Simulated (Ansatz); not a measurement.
Reactions of `CC(=O)CC(=O)C(F)(F)F`.

Calculated with Ansatz (gas phase, PBE0-D4/def2-TZVP geometries, no zero-point term in ΔE). CBS: MP2 limit from def2 TZ/QZ plus the TZ coupled-cluster correction, frozen cores. This one scheme is used for every species, atoms too. For atomizations the MP2-based limit and the directly extrapolated one differ by several kJ/mol either way, and by 10 to 25 for some Ge, Se and Sn compounds, so smaller differences from it don't rank the levels. DFT in def2-TZVPP. B3LYP here is the variant with VWN-RPA as its local correlation; programs differ in this. No spin–orbit coupling; open shells (•) take unrestricted orbitals. Spin–orbit coupling would lower the free atoms: a little for C, F, O. One conformer a species, not always the lowest.

| reaction | MP2/CBS(def2) (kJ/mol) | B3LYP-D4 (kJ/mol) | ωB97X-V (kJ/mol) | HF/CBS(def2) (kJ/mol) |
| --- | --- | --- | --- | --- |
| `CC(=O)CC(=O)C(F)(F)F` + `CCC` → `CC(=O)CC(=O)C(C)C` + `FC(F)F` | -44 | -36 | -32 | -30 |
| `CC(=O)CC(=O)C(F)(F)F` → 5 C• + 3 F• + 5 H• + 2 O• | 6806 | 6554 | 6599 | 4572 |
| `CC(=O)CC(=O)C(F)(F)F` + `C=C(O)OC` → `CO/C(O)=C\C(=O)C(F)(F)F` + `CC(C)=O` | -9 | -21 | -11 | -5 |
| `CC(=O)CC(=O)C(F)(F)F` + CH₃OH → `COC(=O)CC(=O)C(F)(F)F` + CH₄ | -61 | -68 | -68 | -64 |

(1) Give the CCSD(T)/CBS values in the same order. (Estimate.)

Largest T1 diagnostic: 0.014, for `COC(=O)CC(=O)C(F)(F)F`.

Results:

(1) The calculation gave: -38, 6564, -7, -60 kJ/mol.
